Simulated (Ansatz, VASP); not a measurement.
**PbF2 (Fluorocronite) in VASP and in Ansatz**

The input POSCAR:

```
PbF2
1.0
    0.0000000000      2.9458082862      2.9458082862
    2.9458082862      0.0000000000      2.9458082862
    2.9458082862      2.9458082862      0.0000000000
Pb F
1 2
Direct
    0.0000000000      0.0000000000      0.0000000000
    0.2500000000      0.2500000000      0.2500000000
    0.7500000000      0.7500000000      0.7500000000
```

The input INCAR.step1:

```
PREC = Accurate
ENCUT = 520
ISMEAR = 0
SIGMA = 0.01
LREAL = False
LASPH = True
NELM = 80
NBANDS = 21
GGA = PE
ALGO = Normal
EDIFF = 1E-4
LWAVE = True
LCHARG = False
```

Contents of INCAR.step2:

```
PREC = Accurate
ENCUT = 520
EDIFF = 1E-6
ISMEAR = 0
SIGMA = 0.01
LREAL = False
LASPH = True
NELM = 80
ALGO = Normal
ISIF = 2
LWAVE = False
LCHARG = False
METAGGA = R2SCAN
LMIXTAU = True
NBANDS = 21
ISTART = 1
```

The input KPOINTS:

```
regular mesh
0
Gamma
  8 8 8
```

Input for Ansatz:

```yaml
crystal:
  lattice:
    - [0.0, 2.9458082862, 2.9458082862]
    - [2.9458082862, 0.0, 2.9458082862]
    - [2.9458082862, 2.9458082862, 0.0]
  atoms:
    - { symbol: Pb, position: [0.0, 0.0, 0.0] }
    - { symbol: F, position: [0.25, 0.25, 0.25] }
    - { symbol: F, position: [0.75, 0.75, 0.75] }
kpoints:
  mp_grid: { grid: [8, 8, 8] }
  band_path:
    path:
      - [0.0, 0.0, 0.0]
      - [0.5, 0.0, 0.5]
      - [0.625, 0.25, 0.625]
      - [0.375, 0.375, 0.75]
      - [0.5, 0.5, 0.5]
      - [0.5, 0.25, 0.75]
      - [0.25, -0.5, -0.25]
      - [0.0, 0.5, 0.5]
    npoints: 1
hamiltonian:
  xc: r2scan
scf:
  occupations: { method: fixed }
  n_extra_bands: 4
output:
  forces: true
  stress: true
  eigenvalues: true
```

Alike in both runs: task single point; functional r2SCAN; k mesh 8 × 8 × 8; no spin polarisation.

```csv
,VASP,Ansatz
version,VASP 6.6.1,Ansatz 0.2.0
potentials or method,"VASP PAW PBE potentials, release 64 (Pb_d, F)","plane waves, PAW"
plane-wave cutoff (eV),520,500
occupations,"gaussian, width 0.01 eV",fixed
valence electrons in the cell,28,28
```

|  | VASP | Ansatz | Ansatz less VASP |
| --- | --- | --- | --- |
| gap on the k mesh at the Fermi level (eV) | 4.93 | 4.92 | -0.001 |
| pressure (GPa) | 1.1 | 1.2 | +0.07 |

Caveats: the PAW data sets were made with another functional, which shifts forces and pressure a little (VASP); spin-orbit coupling is left out, which as a rule narrows the gap of such compounds by several tenths of an eV. r2SCAN opens gaps a little over a GGA but as a rule still falls short of measured ones. A k mesh can miss the band edges.
